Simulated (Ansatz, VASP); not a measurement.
# SnSe in VASP and in Ansatz

```xyz
2
Lattice="0.0000 2.9849 2.9849 2.9849 0.0000 2.9849 2.9849 2.9849 0.0000" Properties=species:S:1:pos:R:3 pbc="T T T"
Sn    0.0000    0.0000    0.0000
Se    2.9849    2.9849    2.9849
```

Alike in both runs: task single point; functional HSE06; k mesh 4 × 4 × 4; no spin polarisation.

|  | VASP | Ansatz |
| --- | --- | --- |
| version | VASP 6.6.1 | Ansatz 0.2.0 |
| potentials or method | VASP PAW PBE potentials, release 64 (Sn_d, Se) | plane waves, PAW |
| plane-wave cutoff (eV) | 520 | 420 |
| occupations | gaussian, width 0.01 eV | fixed |
| valence electrons in the cell | 20 | 30 |

|  | VASP | Ansatz | Ansatz less VASP |
| --- | --- | --- | --- |
| gap on the k mesh at the Fermi level (eV) | 0.61 | 0.62 | +0.009 |
| pressure (GPa) | -0.6 | -0.6 | +0.07 |

The two sets of potentials don't hold the same shells in valence. Ansatz warned: «stress_exchange_threshold_loose».

Caveats: the k mesh is coarse (spacing up to 0.46 Å⁻¹), so the values aren't converged, least of all with exact exchange; the PAW data sets were made with another functional, which shifts forces and pressure a little (VASP); spin-orbit coupling is left out, which moves the levels of the heavy elements. A k mesh can miss the band edges.
